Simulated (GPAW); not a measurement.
Input of a GPAW 26.7.0 run:

Contents of run.py:

```python
from ase.filters import FrechetCellFilter
from ase.io import read, write
from ase.optimize import BFGS
from ase.units import GPa
from gpaw import GPAW, PW

atoms = read('POSCAR')

calc = GPAW(mode=PW(800),
            xc='MGGA_X_R4SCAN+MGGA_C_R2SCAN',
            kpts={'size': (8, 8, 7), 'gamma': True},
            occupations={'name': 'fermi-dirac', 'width': 0.05},
            nbands=19,
            convergence={'density': 1e-06, 'energy': 1e-06, 'eigenstates': 1e-10},
            maxiter=150,
            txt='gpaw.txt')
atoms.calc = calc
opt = BFGS(FrechetCellFilter(atoms, scalar_pressure=20 * GPa), trajectory='relax.traj', logfile='-')
done = opt.run(fmax=0.01, steps=40)
calc.write('gs.gpw')
write('result.traj', atoms)
print('Converged:', done)
print('Cell:', atoms.cell.cellpar().round(4))
print('Volume:', round(atoms.get_volume(), 4))
print(atoms.get_scaled_positions().round(5))
```

Contents of POSCAR:

```
CuO
1.0
    2.8363251093      0.0000000000      0.0000000000
   -1.4181625547      2.4563295981      0.0000000000
    0.0000000000      0.0000000000      2.7681127800
Cu O
1 1
Direct
    0.0000000000      0.0000000000      0.0000000000
    0.6666666667      0.3333333333      0.5000000000
```

Potentials or basis: GPAW PAW data sets (gpaw-data 1.2.1), pw.

Run with:

```bash
$ OMP_NUM_THREADS=1 python run.py
```

Problem. Predict the relaxed cell.

Solution. a = 2.750 Å, b = 2.750 Å, c = 2.618 Å, α = 90.00°, β = 90.00°, γ = 120.00°.

Problem. Predict the relaxed volume.

Solution. 8.57 Å³/atom.

Problem. Predict the space group after relaxing (to 0.05 Å).

Solution. P-6m2 (No. 187).

Final structure:
```cif
data_structure
_symmetry_space_group_name_H-M 'P 1'
_symmetry_Int_Tables_number 1
_cell_length_a 2.7498
_cell_length_b 2.7498
_cell_length_c 2.6185
_cell_angle_alpha 90.000
_cell_angle_beta 90.000
_cell_angle_gamma 120.000
_cell_volume 17.15
loop_
_atom_site_label
_atom_site_type_symbol
_atom_site_fract_x
_atom_site_fract_y
_atom_site_fract_z
_atom_site_occupancy
Cu1 Cu 0.00000 0.00000 0.00000 1
O1 O 0.66667 0.33333 0.50000 1
```

Caveat: with this Cu data set, volumes or pressures lay over 1.5 % or 2 GPa off other programs in two to four cells of ten; later steps reuse the first step's grids; the PAW data sets were made with another functional, which shifts forces and pressure a little; an odd number of electrons without spin polarisation forces a metal; a magnetic or distorted state may lie lower; the run has no spin polarisation, though such a crystal can be magnetic.
